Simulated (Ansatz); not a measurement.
Defect: interstitial H in rock-salt ZrN, neutral cell. The step: H moves alone to another site; the atom moves 2.30 Å along (0.00, 0.50, 0.00) of the unit cell; the moving atom starts with neighbours 4 N at 2.13; 4 Zr at 1.97 Å and ends with 4 N at 2.13; 4 Zr at 1.97 Å. A PBE band in Ansatz (plane-wave PAW, a 2×2×2 k-point mesh shifted by half a step, 64 host sites, 37 SCF runs with any check of the saddle's order, static, no finite-size correction) gives a forward barrier of 1.18 eV. The saddle point's order was not checked, and it lies on a symmetry element of the cell, where a band can be held. Sites that were not tried may lie lower.

Single points at the band's start and saddle point can refine it. Rough cost of one point, in units of the band's mean SCF on the same machine:

```tsv
Level	Cost of one point
PBE, a 3×3×3 k-point mesh shifted by half a step	about 2
r2SCAN at 500 eV, a 2×2×2 k-point mesh shifted by half a step	under 2
```

Task: Which of these move the barrier by more than 0.1 eV, and how far does each move it?

Result: PBE, a 3×3×3 k-point mesh shifted by half a step: +0.27 eV; r2SCAN at 500 eV, a 2×2×2 k-point mesh shifted by half a step: -0.03 eV. Each functional is compared with PBE at the same k-points.

Ansatz is a program for electronic structure.
